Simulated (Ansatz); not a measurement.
## Stress against strain in TiS2

```xyz
3
Lattice="3.4120 0.0000 0.0000 -1.7060 2.9549 0.0000 0.0000 0.0000 5.6950" Properties=species:S:1:pos:R:3 pbc="T T T"
Ti    0.0000    0.0000    0.0000
S     0.0000    1.9699    1.4238
S     1.7060    0.9850    4.2713
```

Atoms are numbered in the order listed.

The cell is COD entry 1537865, as deposited and not checked against the literature; nothing was relaxed. It is an old determination, and later ones may differ.

All numbers below come from DFT, PBE, all-electron LAPW, scalar-relativistic in Ansatz 0.2.0.

Numerical set-up: a Γ-centred 14×14×7 k mesh, Fermi–Dirac smearing of 0.05 eV, basis error target 1 meV/atom, no spin polarisation.

The strain is applied along the Cartesian axes of the cell as listed (the other components stay zero). Fractional coordinates are held (clamped ions).

σ is the change of stress from the unstrained cell, which is at 0.41 GPa; tension is positive, so slopes are stress–strain coefficients at that pressure. In a metal the k mesh adds noise.

Only quantities that a quadratic follows smoothly over the whole series are listed; rougher ones are left out.

```tsv
εzz	σzz (GPa)	σxx (GPa)
-0.0300	-4.70	-2.28
-0.0200	-3.07	-1.48
-0.0100	-1.51	-0.72
0.0000	0.00	0.00
0.0200	2.90	1.30
0.0300	4.30	1.88
```

Q: Fit the series and read off the stiffness at zero strain.

A: Least-squares fits y = p0 + p1 x + p2 x² to the rows give σzz (GPa): p1 = 150, p2 = -230; σxx (GPa): p1 = 69.4, p2 = -220. So C33 = 150 GPa and C13 = 69 GPa, for these axes.

Q: One run, at εzz = 0.0100, is withheld. Predict its row.

A: The fits give 1.48, 0.67; the run gave 1.47, 0.67.
